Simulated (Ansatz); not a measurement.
Run this with Ansatz 0.2.0 through its Python package and show what comes out.

`defect_batio3.py`
```python
'''An interstitial in a supercell of BaTiO3, against the perfect cell.'''

import warnings

import ansatz as az
import numpy as np


def main() -> None:
    warnings.simplefilter('ignore', az.DeckWarning)

    structure = (
        az.Lattice.of((2.827367, 1.632381, 2.318393), (-2.827367, 1.632381, 2.318393), (0.0, -3.264762, 2.318393))
        .atom('Ba', (0.0, 0.0, 0.0))
        .atom('Ti', (0.4845, 0.4845, 0.4845))
        .atom('O', (0.5086, 0.5086, 0.0175))
        .atom('O', (0.0175, 0.5086, 0.5086))
        .atom('O', (0.5086, 0.0175, 0.5086))
    )
    host = structure.supercell(2, 2, 1)
    defective = host.interstitial('H', at=(0.0, 0.0, 0.5))

    def prepare(structure):
        return (
            structure.calculation()
            .pseudopotentials('paw')
            .basis(420)
            .scf(tolerance=1e-09)
            .kpoints(2, 2, 4)
            .functional('pbesol')
            .occupations('gaussian', width=0.02)
            .band_table()
        )


    perfect = prepare(host).run(threads=1).report
    job = (
        prepare(defective)
        .relax(force_tolerance=0.03, max_steps=25)  # relax until the tolerances are met
    )
    result = job.run(threads=1)
    rep = result.report

    n_host, n_defect = len(perfect['lattice']['sites']), len(rep['lattice']['sites'])
    print(f'perfect cell: {n_host} atoms, F = {perfect["free_energy_ev"]:.4f} eV')
    print(f'defect cell:  {n_defect} atoms, F = {rep["free_energy_ev"]:.4f} eV')
    # chemical potentials are still to be added to this difference
    print(f'difference {rep["free_energy_ev"] - perfect["free_energy_ev"]:.4f} eV (no chemical potentials)')

    pull = np.linalg.norm(rep['forces_ev_ang'], axis=1)
    for atom in np.argsort(-pull)[:5]:
        print(f'force on {result.lattice.sites[atom].symbol}{atom}: {pull[atom]:.3f} eV/A')

    for site in result.lattice.sites:
        print(f'{site.symbol:2s}', ' '.join(f'{v:8.4f}' for v in site.position_ang))


if __name__ == '__main__':
    main()
```

```console
$ python defect_batio3.py
perfect cell: 20 atoms, F = -40109.9046 eV
defect cell:  21 atoms, F = -40124.4039 eV
difference -14.4993 eV (no chemical potentials)
force on H20: 0.030 eV/A
force on Ti16: 0.028 eV/A
force on Ti1: 0.021 eV/A
force on Ti6: 0.020 eV/A
force on Ti11: 0.020 eV/A
Ba   0.0000   0.1276   0.2228
Ti   0.0000   0.0490   3.5764
O    0.0000   1.6876   2.4153
O   -1.4173  -0.7631   2.4210
O    1.4173  -0.7631   2.4210
Ba  -2.8451   1.6868   2.4100
Ti  -2.8591   1.6825   5.8870
O   -2.8733   3.2949   4.7128
O   -4.4367   0.8728   4.7615
O   -1.4709   0.8542   4.7147
Ba   2.8451   1.6868   2.4100
Ti   2.8591   1.6825   5.8870
O    2.8733   3.2949   4.7128
O    1.4709   0.8542   4.7147
O    4.4367   0.8728   4.7615
Ba  -0.0000   3.2532   4.6241
Ti  -0.0000   3.1953   7.9434
O   -0.0000   4.8123   6.8998
O   -1.4381   2.4558   6.9966
O    1.4381   2.4558   6.9966
H   -0.0000  -2.2781   0.3034
```

What to keep in mind:
- Absolute energies stand on the zero of these potentials, so only differences at equal settings mean something. A total without «per atom» is that of the cell as typed.
- The cell holds an odd number of electrons and is run without spin, so a magnetic state may lie lower.
- Extra carriers fill band states at a few k-points, so forces and energy hang on the mesh.
- The relaxation stopped at 0.023 eV/Å, so the energy gained is a lower bound and displacements are uncertain.
- The difference holds no chemical potentials.
- The starting cell is as deposited in a crystallographic database; the results hold for this polymorph, which needn't be the stable one.
- The supercell is small, so the defect meets its images and the energies aren't those of an isolated defect; a partly filled defect level may also lower its energy by spin or distortion. For a charged cell the difference holds no correction, alignment or term for the electrons' reservoir.
- Processor time in the engine: 4.5 min on 1 thread of Intel(R) Xeon(R) Processor @ 2.30GHz, with other jobs on the host, peak memory 0.86 GiB.

(A comment or docstring line of the script was reworded after the run, the code is as it ran.)
